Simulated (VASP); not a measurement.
# MoS2: single point with LDA

Slab: MoS2, a slab with vacuum.

```
CELL_PARAMETERS angstrom
3.16000 0.00000 0.00000
-1.58000 2.73664 0.00000
0.00000 0.00000 20.00000
ATOMIC_POSITIONS crystal
Mo 0.33333 0.66667 0.50000
S 0.66667 0.33333 0.57699
S 0.66667 0.33333 0.42301
```

| Property | Result |
| --- | --- |
| Program | VASP 6.6.1 |
| Task | single point |
| Functional | LDA |
| Potentials or basis | VASP PAW LDA potentials, release 64 (Mo_sv, S) |
| Cutoff | 520 eV |
| k mesh | 12 × 12 × 1 |
| Occupations | fermi-dirac, width 0.05 eV |
| Spin | spin-orbit coupling, no magnetisation |

- Valence electrons inside the program's atomic spheres: Mo 12.54; S 3.70

Wall time 4.2 min on 4 MPI ranks on Intel(R) Xeon(R) Platinum 8259CL CPU @ 2.50GHz (Skylake/Cascade Lake) (shared host), peak memory 0.65 GiB a rank.
